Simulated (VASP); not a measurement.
Wanted: the native input for a VASP 6.6.1 run.

| Property | Result |
| --- | --- |
| Task | single point |
| Functional | PBE |
| Potentials or basis | VASP PAW PBE potentials, release 64 (K_sv, F) |
| Cutoff | 520 eV |
| k mesh | 6 × 6 × 6 |
| Occupations | fermi-dirac, width 0.02 eV |
| Spin | no spin polarisation |
| Dipole correction | no |
| Further INCAR settings | ALGO = Normal; EDIFF = 1e-07; NBANDS = 24 |

The structure of KF lies in POSCAR:

```
KF
1.0
    4.6913123191      0.0000000000      0.0000000000
   -2.3456561596      4.0627956454      0.0000000000
    0.0000000000      0.0000000000      5.5137752391
K F
2 2
Direct
    0.3333333333      0.6666666667     -0.0625000000
    0.6666666667      0.3333333333      0.4375000000
    0.3333333333      0.6666666667      0.4375000000
    0.6666666667      0.3333333333      0.9375000000
```

The cell was built by a generator and needn't be a form met in nature.

The cell isn't the ideal one: hydrostatic strain +4.6%.

The input as run:

INCAR

```
  PREC = Accurate
  ENCUT = 520
  EDIFF = 1E-7
  ISMEAR = -1
  SIGMA = 0.02
  LREAL = False
  LASPH = True
  NELM = 100
  ALGO = Normal
  ISIF = 2
  LWAVE = False
  LCHARG = False
  GGA = PE
  NBANDS = 24
```

KPOINTS

```
Automatic mesh
0
Gamma
  6 6 6
```

Potentials or basis: VASP PAW PBE potentials, release 64 (K_sv, F).

Launch:

```bash
$ cat potpaw_PBE.64/K_sv/POTCAR potpaw_PBE.64/F/POTCAR > POTCAR
$ mpirun -np 1 vasp_std > vasp.out
```

Results of the run:

The pressure is -1.7 GPa and the band gap on the k mesh is 4.97 eV, direct.

Run time: 65 s on 1 thread of Intel(R) Xeon(R) Platinum 8259CL CPU @ 2.50GHz (Skylake/Cascade Lake) (shared host), peak memory 0.25 GiB.
